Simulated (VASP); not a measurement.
BN (Qingsongite): relaxation of cell and atoms with r2SCAN

The system is BN (Qingsongite).

```
B N
1.0
     0.00000    1.80664    1.80664
     1.80664    0.00000    1.80664
     1.80664    1.80664    0.00000
B N
1 1
Direct
  0.00000 0.00000 0.00000
  0.25000 0.25000 0.25000
```

* Program: VASP 6.6.1
* Task: relaxation of cell and atoms
* Functional: r2SCAN
* Potentials or basis: VASP PAW PBE potentials, release 64 (B, N)
* Cutoff: 600 eV
* k mesh: 14 × 14 × 14
* Occupations: gaussian, width 0.03 eV
* Spin: no spin polarisation
* Further INCAR settings: ALGO = Normal; EDIFF = 1e-07; IBRION = 2; EDIFFG = -0.005; NSW = 90; ISIF = 3

| Item | Value |
| --- | --- |
| Pressure after relaxing | 0.0 GPa |
| Band gap on the k mesh | 4.98 eV, indirect (least direct gap 9.53 eV) |

Final structure:
```
B N
1.0
     0.00000    1.80664    1.80664
     1.80664    0.00000    1.80664
     1.80664    1.80664    0.00000
B N
1 1
Direct
  0.00000 0.00000 0.00000
  0.25000 0.25000 0.25000
```

Levels at points of the mesh, in eV from the valence-band top:
| k point | band 2 | band 3 | band 4 | band 5 | band 6 | band 7 |
| --- | --- | --- | --- | --- | --- | --- |
| (0.00, 0.00, 0.00) | 0.00 | 0.00 | 0.00 | 9.53 | 9.53 | 9.53 |
| (0.50, 0.00, 0.00) | -11.10 | -2.02 | -2.02 | 10.81 | 11.48 | 11.48 |
| (0.50, 0.50, 0.00) | -9.33 | -5.10 | -5.10 | 4.98 | 9.82 | 19.28 |

It took 44 s on 1 thread of AMD EPYC 9R14 (Zen 4), with other jobs on the host, peak memory 0.1 GiB.

Caveat: the relaxation stopped at its first step, so nothing moved; the PAW data sets were made with another functional, which shifts forces and pressure a little. r2SCAN opens gaps a little over a GGA but as a rule still falls short of measured ones.
